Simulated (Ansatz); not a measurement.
BeO:
```yaml
crystal:
  lattice:
    - [2.69282, 0.00000, 0.00000]
    - [-1.34641, 2.33205, 0.00000]
    - [0.00000, 0.00000, 4.37282]
  atoms:
    - { symbol: Be, position: [0.33333, 0.66667, 0.99990] }
    - { symbol: Be, position: [0.66667, 0.33333, 0.49990] }
    - { symbol: O, position: [0.33333, 0.66667, 0.37760] }
    - { symbol: O, position: [0.66667, 0.33333, 0.87760] }
```

x, y and z are the axes in which the lattice vectors are written.

Problem. Give the high-frequency dielectric tensor and the Born effective charge tensors of the independent atoms from DFPT, the program Ansatz at the PBEsol level (PAW).

Solution. 
ε∞:
```
3.11  0.00  0.00
0.00  3.11  0.00
0.00  0.00  3.17
```
Z* of atom 1 (Be), rows: field, columns: displacement, in e:
```
1.79  0.00  0.00
0.00  1.79  0.00
0.00  0.00  1.85
```
Z* of atom 3 (O), rows: field, columns: displacement, in e:
```
-1.79   0.00   0.00
 0.00  -1.79   0.00
 0.00   0.00  -1.85
```

Space group P6_3mc (wurtzite). The PBEsol relaxation kept the symmetry of its start.

Potentials: the later of the program's two PAW sets.
